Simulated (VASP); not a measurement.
Set up this calculation in VASP 6.6.1, as the native input.

- Task: single point
- Functional: PBE
- Potentials or basis: VASP PAW PBE potentials, release 64 (Cd, S)
- Cutoff: 520 eV
- k mesh: 7 × 7 × 4
- Occupations: gaussian, width 0.012 eV
- Spin: no spin polarisation
- Further INCAR settings: ALGO = Fast; EDIFF = 1e-06; NBANDS = 26

The structure of CdS (Greenockite) lies in POSCAR:

```
CdS
1.0
    4.1500000000      0.0000000000      0.0000000000
   -2.0750000000      3.5940054257      0.0000000000
    0.0000000000      0.0000000000      6.7370000000
Cd S
2 2
Direct
    0.6666666667      0.3333333333      0.5000000000
    0.3333333333      0.6666666667      0.0000000000
    0.6666666667      0.3333333333      0.8750000000
    0.3333333333      0.6666666667      0.3750000000
```

The input as run:

INCAR

```
SYSTEM = CdS
  PREC = Accurate
  ENCUT = 520
  EDIFF = 1E-6
  ISMEAR = 0
  SIGMA = 0.012
  LREAL = .FALSE.
  LASPH = .TRUE.
  NELM = 60
  ALGO = Fast
  ISIF = 2
  LWAVE = .FALSE.
  LCHARG = .FALSE.
  GGA = PE
  NBANDS = 26
```

KPOINTS

```
regular mesh
0
G
  7 7 4
  0 0 0
```

Potentials or basis: VASP PAW PBE potentials, release 64 (Cd, S).

Command:

```sh
$ cat potpaw_PBE.64/Cd/POTCAR potpaw_PBE.64/S/POTCAR > POTCAR
$ mpirun -np 1 vasp_std > vasp.out
```

It gave:

```json
{"Pressure": "2.4 GPa", "Largest force": "0.069 eV/Å", "Band gap on the k mesh": "1.20 eV, direct"}
```

It took 48 s on 1 thread of Intel(R) Xeon(R) Platinum 8259CL CPU @ 2.50GHz (Skylake/Cascade Lake), on a shared host, peak memory 0.24 GiB.
